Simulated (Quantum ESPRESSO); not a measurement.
InP under changes of volume

One of the cells (25.167 Å³/atom); the others are scaled copies at fixed shape and fractional positions:

```
In P
1.0
     0.00000    2.93050    2.93050
     2.93050    0.00000    2.93050
     2.93050    2.93050    0.00000
In P
1 1
Direct
  0.00000 0.00000 0.00000
  0.75000 0.75000 0.75000
```

- Program: Quantum ESPRESSO 7.5
- Functional: r2SCAN
- Potentials or basis: SG15 PBE 1.2
- Cutoff: 952 eV
- Density cutoff: 3810 eV
- k mesh: 6 × 6 × 6
- Occupations: fermi-dirac, width 0.05 eV
- Spin: no spin polarisation

```tsv
volume (Å³/atom)	energy over the lowest point (meV/atom)	pressure (GPa)	gap on the mesh (eV)
23.657	24.88	5.2	1.13
24.160	11.30	3.3	1.00
24.663	3.21	1.7	0.88
25.167	0.00	0.2	0.76
25.670	?	?	?
26.173	6.23	-2.3	0.53
26.677	14.79	-3.3	0.42
```

Task: What does the run at 25.670 Å³/atom give?

Result: Energy over the lowest point 1.17 meV/atom; pressure -1.1 GPa; gap on the mesh 0.64 eV.

Worked out: A Birch-Murnaghan fit of order 3 (a polynomial in V^(-2/3)) to the other rows has its minimum at 25.28 Å³/atom with B0 = V·E''(V) = 68 GPa and B' = 4.7. It gives 1.17 meV/atom at 25.670 Å³/atom, against the run's 1.17, and -dE/dV = -1.0 GPa, against -1.1. A straight line through the other rows of the gap, of slope -5.9 eV per unit of ln V (its deformation potential), gives 0.64 eV, against the run's 0.64.

Energies are extrapolated to zero smearing.

Caveats: the potentials were made for another functional, which shifts forces and pressure; spin-orbit coupling is left out, which moves the levels of the heavy elements.
